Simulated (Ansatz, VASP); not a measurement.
HfN: VASP beside Ansatz

INCAR

```
SYSTEM = HfN
PREC = Accurate
ENCUT = 520
EDIFF = 1E-6
ISMEAR = -1
SIGMA = 0.05
LREAL = .False.
LASPH = .True.
NELM = 60
ALGO = Normal
ISIF = 2
LWAVE = .False.
LCHARG = .False.
GGA = PE
NBANDS = 14
```

The input KPOINTS:

```
regular mesh
0
Gamma
  9 9 9
  0 0 0
```

File POSCAR:

```
HfN
1.0
    2.8060694958      0.0000000000      0.0000000000
    0.0000000000      2.8060694958      0.0000000000
    0.0000000000      0.0000000000      2.8060694958
Hf N
1 1
Direct
    0.5000000000      0.5000000000      0.5000000000
    0.0000000000      0.0000000000      0.0000000000
```

Contents of input.yaml:

```yaml
crystal:
  lattice:
    - [2.8060694958, 0.0, 0.0]
    - [0.0, 2.8060694958, 0.0]
    - [0.0, 0.0, 2.8060694958]
  atoms:
    - { symbol: Hf, position: [0.5, 0.5, 0.5] }
    - { symbol: "N", position: [0.0, 0.0, 0.0] }
hamiltonian:
  xc: pbe
  pseudopotentials: { kind: paw, azcp: { folder: soft_1 } }
kpoints:
  mp_grid: { grid: [9, 9, 9] }
scf:
  occupations: { method: fermi_dirac, width: 0.05 }
output:
  forces: true
  stress: true
  eigenvalues: true
  write_density: true
  write_potential: true
  elf: true
  volumetric_format: npy
```

The cell was built by a generator and needn't be a form met in nature.

Alike in both runs: task single point; functional PBE; k mesh 9 × 9 × 9; occupations fermi-dirac, width 0.05 eV; no spin polarisation.

|  | VASP | Ansatz |
| --- | --- | --- |
| version | VASP 6.6.1 | Ansatz 0.2.0 |
| potentials or method | VASP PAW PBE potentials, release 64 (Hf_pv, N) | Ansatz PAW soft_1 |
| plane-wave cutoff (eV) | 520 | 420 |
| valence electrons in the cell | 15 | 31 |

```tsv
	VASP	Ansatz	Ansatz less VASP
gap on the k mesh at the Fermi level (eV)	none	none	-
pressure (GPa)	2.3	5.2	+2.86
```

A gap of «none» marks a metal or a gap that the smearing closes. With one functional, cell and mesh, what is left measures potentials, basis and numerics. The two sets of potentials don't hold the same shells in valence.

The runs have no spin-orbit coupling, so splittings on Hf are missing.
